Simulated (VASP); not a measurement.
# SrTiO3 (Tausonite) (Pm-3m) in VASP: notebook

The runs below take SrTiO3 (Tausonite) through relaxation of cell and atoms, with r2SCAN.

Program: VASP 6.6.1. These are calculated values, not measurements. Logs are shortened: lines on timing, memory, paths and dates and some standing lists are left out, and cuts for length are marked.

## 1. Starting point

It takes space group Pm-3m (No. 221, cubic). Conventional cell: a = 3.905 Å, b = 3.905 Å, c = 3.905 Å, α = 90.00°, β = 90.00°, γ = 90.00°. Sr (site symmetry m-3m) has 12 O at 2.76 Å as nearest neighbours. Around Ti (site symmetry m-3m) lie 6 O at 1.95 Å. O (site symmetry 4/mmm) is surrounded by 2 Ti at 1.95 Å.

## 2. Relaxation of cell and atoms, r2SCAN

The input, INCAR:

```
PREC = Accurate ; ENCUT = 600
EDIFF = 1E-6 ; ISMEAR = 0
SIGMA = 0.03 ; LREAL = F
LASPH = T ; NELM = 80
ALGO = Normal ; ISIF = 3
LWAVE = F ; LCHARG = F
METAGGA = R2SCAN ; LMIXTAU = T
IBRION = 2 ; NSW = 90
EDIFFG = -0.01
```

The input, KPOINTS:

```
regular mesh
0
Gamma
  8 8 8
```

The input, POSCAR:

```
SrTiO3
1.0
    3.9052800000      0.0000000000      0.0000000000
    0.0000000000      3.9052800000      0.0000000000
    0.0000000000      0.0000000000      3.9052800000
Sr Ti O
1 1 3
Direct
    0.5000000000      0.5000000000      0.5000000000
    0.0000000000      0.0000000000      0.0000000000
    0.5000000000      0.0000000000      0.0000000000
    0.0000000000      0.5000000000      0.0000000000
    0.0000000000      0.0000000000      0.5000000000
```

Potentials or basis: VASP PAW PBE potentials, release 64 (Sr_sv, Ti_sv, O).

Started as:

```
cat potpaw_PBE.64/Sr_sv/POTCAR potpaw_PBE.64/Ti_sv/POTCAR potpaw_PBE.64/O/POTCAR > POTCAR
mpirun -np 1 vasp_std > vasp.out
```

OUTCAR:

```text
PREC = Accurate
   ENCUT = 600
   EDIFF = 1E-6
   ISMEAR = 0
   LREAL = F
   LASPH = T
   NELM = 80
   ISIF = 3
   METAGGA = R2SCAN
   IBRION = 2
   NSW = 90
   EDIFFG = -0.01

 ion  position               nearest neighbor table
   1  0.500  0.500  0.500-   3 2.76   4 2.76   5 2.76   3 2.76   4 2.76   3 2.76   5 2.76   3 2.76
                             4 2.76   5 2.76   4 2.76   5 2.76   2 3.38   2 3.38   2 3.38   2 3.38
   2  0.000  0.000  0.000-   3 1.95   4 1.95   5 1.95   5 1.95   4 1.95   3 1.95   1 3.38   1 3.38
                             1 3.38   1 3.38   1 3.38   1 3.38   1 3.38   1 3.38
   3  0.500  0.000  0.000-   2 1.95   2 1.95   1 2.76   1 2.76   1 2.76   1 2.76
   4  0.000  0.500  0.000-   2 1.95   2 1.95   1 2.76   1 2.76   1 2.76   1 2.76
   5  0.000  0.000  0.500-   2 1.95   2 1.95   1 2.76   1 2.76   1 2.76   1 2.76

  LATTYP: Found a simple cubic cell.
 ALAT       =     3.9052800000

  Lattice vectors:

 A1 = (   3.9052800000,   0.0000000000,   0.0000000000)
 A2 = (   0.0000000000,   3.9052800000,   0.0000000000)
 A3 = (   0.0000000000,   0.0000000000,   3.9052800000)

Analysis of symmetry for initial positions (statically):
=====================================================================
 Subroutine PRICEL returns:
 Original cell was already a primitive cell.

 Routine SETGRP: Setting up the symmetry group for a
 simple cubic supercell.

 Subroutine GETGRP returns: Found 48 space group operations
 (whereof 48 operations were pure point group operations)
 out of a pool of 48 trial point group operations.

The static configuration has the point symmetry O_h .

Analysis of symmetry for dynamics (positions and initial velocities):
=====================================================================
 Subroutine PRICEL returns:
 Original cell was already a primitive cell.

 Routine SETGRP: Setting up the symmetry group for a
 simple cubic supercell.

 Subroutine GETGRP returns: Found 48 space group operations
 (whereof 48 operations were pure point group operations)
 out of a pool of 48 trial point group operations.

The dynamic configuration has the point symmetry O_h .

 Subroutine INISYM returns: Found 48 space group operations
 (whereof 48 operations are pure point group operations),
 and found     1 'primitive' translations

----------------------------------------------------------------------------------------

                                     Primitive cell

  volume of cell :      59.5603

  direct lattice vectors                    reciprocal lattice vectors
     3.905280000  0.000000000  0.000000000     0.256063586  0.000000000  0.000000000
     0.000000000  3.905280000  0.000000000     0.000000000  0.256063586  0.000000000
     0.000000000  0.000000000  3.905280000     0.000000000  0.000000000  0.256063586

  length of vectors
     3.905280000  3.905280000  3.905280000     0.256063586  0.256063586  0.256063586

  position of ions in fractional coordinates (direct lattice)
     0.500000000  0.500000000  0.500000000
     0.000000000  0.000000000  0.000000000
     0.500000000  0.000000000  0.000000000
     0.000000000  0.500000000  0.000000000
     0.000000000  0.000000000  0.500000000

  ion indices of the primitive-cell ions
   primitive index   ion index
                 1           1
                 2           2
                 3           3
                 4           4
                 5           5

----------------------------------------------------------------------------------------

 KPOINTS: regular mesh

Automatic generation of k-mesh.
 Grid dimensions read from file:
 generate k-points for:    8    8    8

 Generating k-lattice:

  Cartesian coordinates                     Fractional coordinates (reciprocal lattice)
     0.032007948  0.000000000  0.000000000     0.125000000  0.000000000  0.000000000
     0.000000000  0.032007948  0.000000000     0.000000000  0.125000000  0.000000000
     0.000000000  0.000000000  0.032007948     0.000000000  0.000000000  0.125000000

  Length of vectors
     0.032007948  0.032007948  0.032007948

  Shift w.r.t. Gamma in fractional coordinates (k-lattice)
     0.000000000  0.000000000  0.000000000

 Subroutine IBZKPT returns following result:
 ===========================================

 Found     35 irreducible k-points:

 Following reciprocal coordinates:
            Coordinates               Weight
  0.000000  0.000000  0.000000      1.000000
  0.125000  0.000000  0.000000      6.000000
  0.250000  0.000000  0.000000      6.000000
  0.375000  0.000000  0.000000      6.000000
  0.500000  0.000000  0.000000      3.000000
  0.125000  0.125000  0.000000     12.000000
[... 16 lines left out ...]
  0.375000  0.375000  0.125000     24.000000
  0.500000  0.375000  0.125000     24.000000
 [... further k-points ...]
   k-points           NKPTS =     35   k-points in BZ     NKDIM =     35   number of bands    NBANDS=     24
   number of dos      NEDOS =    301   number of ions     NIONS =      5
   total plane-waves  NPLWV =  32768
   dimension x,y,z NGX =    32 NGY =   32 NGZ =   32
   dimension x,y,z NGXF=    64 NGYF=   64 NGZF=   64
   ions per type =               1   1   3
   NGX,Y,Z   is equivalent  to a cutoff of  13.62, 13.62, 13.62 a.u.
   NGXF,Y,Z  is equivalent  to a cutoff of  27.24, 27.24, 27.24 a.u.
 SYSTEM =  unknown system
   PREC   = accura    normal or accurate (medium, high low for compatibility)
   ISTART =      0    job   : 0-new  1-cont  2-samecut
   ICHARG =      2    charge: 1-file 2-atom 10-const
   ISPIN  =      1    spin polarized calculation?
   LNONCOLLINEAR =      F non collinear calculations
   LSORBIT =      F    spin-orbit coupling
   LASPH  =      T    aspherical Exc in radial PAW
   ENCUT  =  600.0 eV  44.10 Ry    6.64 a.u.   7.80  7.80  7.80*2*pi/ulx,y,z
   NELM   =     80;   NELMIN=  2; NELMDL= -5     # of ELM steps
   EDIFF  = 0.1E-05   stopping-criterion for ELM
   LREAL  =      F    real-space projection
   EDIFFG = -.1E-01   stopping-criterion for IOM
   NSW    =     90    number of steps for IOM
   IBRION =      2    ionic relax: 0-MD 1-quasi-New 2-CG
   NFREE  =      1    steps in history (QN), initial steepest desc. (CG)
   ISIF   =      3    stress and relaxation
   ISYM   =      2    0-nonsym 1-usesym 2-fastsym
   POTIM  = 0.5000    time-step for ionic-motion
   TEBEG  =    0.0;   TEEND  =   0.0 temperature during run
   PSTRESS=    0.0 pullay stress
   NELECT =      40.0000    total number of electrons
   NUPDOWN=      -1.0000    fix difference up-down
   EMIN   =  10.00;   EMAX   =-10.00  energy-range for DOS
   EFERMI =   0.00;   METHOD = LEGACY
   ISMEAR =     0;   SIGMA  =   0.03  broadening in eV -4-tet -1-fermi 0-gaus
   EFERMI_NEDOS =   21; number of points for ismear=-14 and -15
   IALGO  =     38    algorithm
   IMIX   =      4    mixing-type and parameters
     AMIX     =   0.40;   BMIX     =  1.00
     AMIX_MAG =   1.60;   BMIX_MAG =  1.00
  volume/ion in A,a.u.               =      11.91        80.39
  Fermi-wavevector in a.u.,A,eV,Ry     =   1.433648  2.709203 27.964703  2.055348
  Thomas-Fermi vector in A             =   2.553143
   LORBIT       =      0    0 simple, 1 ext, 2 COOP (PROOUT), +10 PAW based schemes
   METAGGA = R2SCAN    functional components
   LHFCALC =     F    Hartree Fock is set to
   AEXX    =    0.0000 exact exchange contribution
   IVDW    =     0    specifies the selected vdW correction
   LEPSILON=     F    determine dielectric tensor
   LRPA    =     F    only Hartree local field effects (RPA)
 conjugate gradient relaxation of ions
 non-spin polarized calculation
 Gauss-broadening in eV      SIGMA  =   0.03
  energy-cutoff  :      600.00
  volume of cell :       59.56
 maximum number of plane-waves:      2008
 NGX is ok and might be reduce to    32
   NGX = 15   NGY = 15   NGZ = 15

--------------------------------------- Ionic step        1  -------------------------------------------

 number of electron      39.9999979 magnetization

 Free energy of the ion-electron system (eV)
  ---------------------------------------------------
  ext. energy  EPLUGINS =         0.00000000
  ---------------------------------------------------
  free energy    TOTEN  =       -63.33733910 eV

  energy without entropy =      -63.33733910  energy(sigma->0) =      -63.33733910

------------------------ aborting loop because EDIFF is reached ----------------------------------------

  FORCE on cell =-STRESS in cart. coord.  units (eV):
  Direction    XX          YY          ZZ          XY          YZ          ZX
  --------------------------------------------------------------------------------------
  -------------------------------------------------------------------------------------
  Total        0.3801845      0.3801845      0.3801845     -0.0000000     -0.0000000      0.0000000
  in kB       10.2270051     10.2270051     10.2270051     -0.0000000     -0.0000000      0.0000000
  external PRESSURE =      10.2270051 kB  Pullay stress =       0.0000000 kB
[... 63 lines left out ...]
  energy  without entropy=      -63.3372149027  energy(sigma->0) =      -63.33721490

--------------------------------------- Ionic step        3  -------------------------------------------

 number of electron      39.9999977 magnetization

 Free energy of the ion-electron system (eV)
  ---------------------------------------------------
  ext. energy  EPLUGINS =         0.00000000
  ---------------------------------------------------
  free energy    TOTEN  =       -63.33833658 eV

  energy without entropy =      -63.33833658  energy(sigma->0) =      -63.33833658

 E-fermi :   3.9375     XC(G=0): -11.9019

 val. band max:        3.8018251340   @ k =   0.5000   0.5000   0.5000
 cond. band min:       6.0676051397   @ k =   0.0000   0.0000   0.0000
 fundamental gap:      2.2657800057
 Fermi energy:         3.9375377768

 k-point     1 :       0.0000    0.0000    0.0000
  band No.  band energies     occupation
      1     -54.8949      2.00000
      2     -30.0884      2.00000
      3     -30.0884      2.00000
      4     -30.0884      2.00000
      5     -30.0837      2.00000
      6     -14.5963      2.00000
[... 637 lines left out ...]
     23       8.3472      0.00000
     24       9.8790      0.00000

 [... further k-points ...]

------------------------ aborting loop because EDIFF is reached ----------------------------------------

  FORCE on cell =-STRESS in cart. coord.  units (eV):
  Direction    XX          YY          ZZ          XY          YZ          ZX
  --------------------------------------------------------------------------------------
  -------------------------------------------------------------------------------------
  Total        0.0022308      0.0022308      0.0022308      0.0000000      0.0000000      0.0000000
  in kB        0.0596914      0.0596914      0.0596914      0.0000000      0.0000000      0.0000000
  external PRESSURE =       0.0596914 kB  Pullay stress =       0.0000000 kB
[... 20 lines left out ...]
  FREE ENERGIE OF THE ION-ELECTRON SYSTEM (eV)
  ---------------------------------------------------
  free  energy   TOTEN  =       -63.3383365840 eV

  energy  without entropy=      -63.3383365840  energy(sigma->0) =      -63.33833658

 reached required accuracy - stopping structural energy minimisation
```

Run time: 4.2 min. Hardware: 1 thread of Intel Xeon Platinum 8488C (Sapphire Rapids), shared host; peak memory 0.24 GiB.

Results:

```yaml
Free_energy: -63.3383 eV
Relaxed_volume: 11.98 Å³/atom
Relaxed_cell: a = 3.912 Å, b = 3.912 Å, c = 3.912 Å, α = 90.00°, β = 90.00°, γ = 90.00°
Space_group_after_relaxing_to_0.05_Å: Pm-3m (No. 221)
Energy_gained_by_relaxing: 0.2 meV/atom
Ionic_steps: 3
Pressure_after_relaxing: 0.0 GPa
Band_gap_on_the_k_mesh: 2.27 eV, indirect (least direct gap 2.65 eV)
```

Step by step:
```csv
step,energy change (eV),largest force (eV/Å),pressure (GPa),volume (Å³)
1,0.0000,0.0000,1.02,59.56
2,0.0001,0.0000,-1.05,60.22
3,-0.0010,0.0000,0.01,59.88
```

Final structure:
```
CELL_PARAMETERS angstrom
3.91220 0.00000 0.00000
0.00000 3.91220 0.00000
0.00000 0.00000 3.91220
ATOMIC_POSITIONS crystal
Sr 0.50000 0.50000 0.50000
Ti 0.00000 0.00000 0.00000
O 0.50000 0.00000 0.00000
O 0.00000 0.50000 0.00000
O 0.00000 0.00000 0.50000
```

Levels at points of the mesh, in eV from the valence-band top:
| k point | band 18 | band 19 | band 20 | band 21 | band 22 | band 23 |
| --- | --- | --- | --- | --- | --- | --- |
| (0.00, 0.00, 0.00) | -0.39 | -0.39 | -0.39 | 2.27 | 2.27 | 2.27 |
| (0.50, 0.00, 0.00) | -1.99 | -0.77 | -0.77 | 2.43 | 4.15 | 4.15 |
| (0.50, 0.50, 0.00) | -1.60 | -1.60 | -0.09 | 4.16 | 4.16 | 4.64 |
| (0.50, 0.50, 0.50) | 0.00 | 0.00 | 0.00 | 4.85 | 4.85 | 4.85 |

Caveat: the PAW data sets were made with another functional, which shifts forces and pressure a little.

## 3. Relaxation of cell and atoms, r2SCAN

This run uses another cell than the first one, of 11.98 Å³/atom, 1.005 times its volume.

The input, INCAR:

```
PREC = Accurate ; ENCUT = 600
EDIFF = 1E-7 ; ISMEAR = 0
SIGMA = 0.03 ; LREAL = F
LASPH = T ; NELM = 80
ALGO = Normal ; ISIF = 3
LWAVE = F ; LCHARG = F
METAGGA = R2SCAN ; LMIXTAU = T
IBRION = 2 ; NSW = 90
EDIFFG = -0.005
```

KPOINTS is that of step 2.

The input, POSCAR:

```
SrTiO3                                  
1.0
    3.9121963107     -0.0000000000      0.0000000000
   -0.0000000000      3.9121963107      0.0000000000
   -0.0000000000     -0.0000000000      3.9121963107
  Sr              Ti              O             
     1     1     3
Direct
     0.5000000000000000    0.5000000000000000    0.5000000000000000
     0.0000000000000000    0.0000000000000000    0.0000000000000000
     0.5000000000000000    0.0000000000000000    0.0000000000000000
     0.0000000000000000    0.5000000000000000    0.0000000000000000
     0.0000000000000000    0.0000000000000000    0.5000000000000000
```

Potentials or basis: VASP PAW PBE potentials, release 64 (Sr_sv, Ti_sv, O).

Started as:

```
cat potpaw_PBE.64/Sr_sv/POTCAR potpaw_PBE.64/Ti_sv/POTCAR potpaw_PBE.64/O/POTCAR > POTCAR
mpirun -np 1 vasp_std > vasp.out
```

Run time: 2.2 min. Hardware: 1 thread of Intel Xeon Platinum 8488C (Sapphire Rapids), shared host; peak memory 0.22 GiB.

It converged, with:

| Quantity | Value |
| --- | --- |
| Free energy | -63.3391 eV |
| Pressure after relaxing | 0.0 GPa |
| Band gap on the k mesh | 2.27 eV, indirect (least direct gap 2.65 eV) |

Final structure:
```yaml
crystal:
  lattice:
    - [3.91220, 0.00000, 0.00000]
    - [0.00000, 3.91220, 0.00000]
    - [0.00000, 0.00000, 3.91220]
  atoms:
    - { symbol: Sr, position: [0.50000, 0.50000, 0.50000] }
    - { symbol: Ti, position: [0.00000, 0.00000, 0.00000] }
    - { symbol: O, position: [0.50000, 0.00000, 0.00000] }
    - { symbol: O, position: [0.00000, 0.50000, 0.00000] }
    - { symbol: O, position: [0.00000, 0.00000, 0.50000] }
```

Levels at points of the mesh, in eV from the valence-band top:
```csv
k point,band 18,band 19,band 20,band 21,band 22,band 23
"(0.00, 0.00, 0.00)",-0.39,-0.39,-0.39,2.27,2.27,2.27
"(0.50, 0.00, 0.00)",-1.99,-0.77,-0.77,2.43,4.15,4.15
"(0.50, 0.50, 0.00)",-1.60,-1.60,-0.09,4.16,4.16,4.64
"(0.50, 0.50, 0.50)",0.00,0.00,0.00,4.85,4.85,4.85
```

Caveat: the relaxation stopped at its first step, so nothing moved; the PAW data sets were made with another functional, which shifts forces and pressure a little.
